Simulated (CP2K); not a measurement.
**Pt under changes of volume**

One of the cells (15.080 Å³/atom); the others are scaled copies at fixed shape and fractional positions:

```
Pt
1.0
     2.77313    0.00000    0.00000
     1.38657    2.40160    0.00000
     1.38657    0.80053    2.26425
Pt
1
Direct
  0.00000 0.00000 0.00000
```

```yaml
Program: CP2K 2026.2
Functional: PBEsol
Potentials_or_basis: POTENTIAL_UZH Pt GTH-PBE-q18; TZVP-MOLOPT-PBE-GTH basis
Density_cutoff: 6123 eV
k_mesh: 12 × 12 × 12
Occupations: fermi-dirac, width 0.1 eV
Spin: no spin polarisation
```

| volume (Å³/atom) | energy over the lowest point (meV/atom) | pressure (GPa) |
| --- | --- | --- |
| 14.175 | 54.56 | 21.4 |
| 14.477 | ? | ? |
| 14.778 | 5.16 | 6.3 |
| 15.080 | 0.00 | 0.1 |
| 15.381 | 5.80 | -5.4 |
| 15.683 | 21.23 | -10.2 |
| 15.985 | 45.14 | -14.4 |

Question: What does the run at 14.477 Å³/atom give?

Answer: Energy over the lowest point 22.78 meV/atom; pressure 13.3 GPa.

Worked out: A Birch-Murnaghan fit of order 3 (a polynomial in V^(-2/3)) to the other rows has its minimum at 15.06 Å³/atom with B0 = V·E''(V) = 292 GPa and B' = 5.5. It gives 22.73 meV/atom at 14.477 Å³/atom, against the run's 22.78, and -dE/dV = 13.0 GPa, against 13.3.

Energies are extrapolated to zero smearing.

Caveats: the potentials were made for another functional, which shifts forces and pressure; the basis of atomic orbitals isn't converged, which shifts pressures, moduli and gaps.
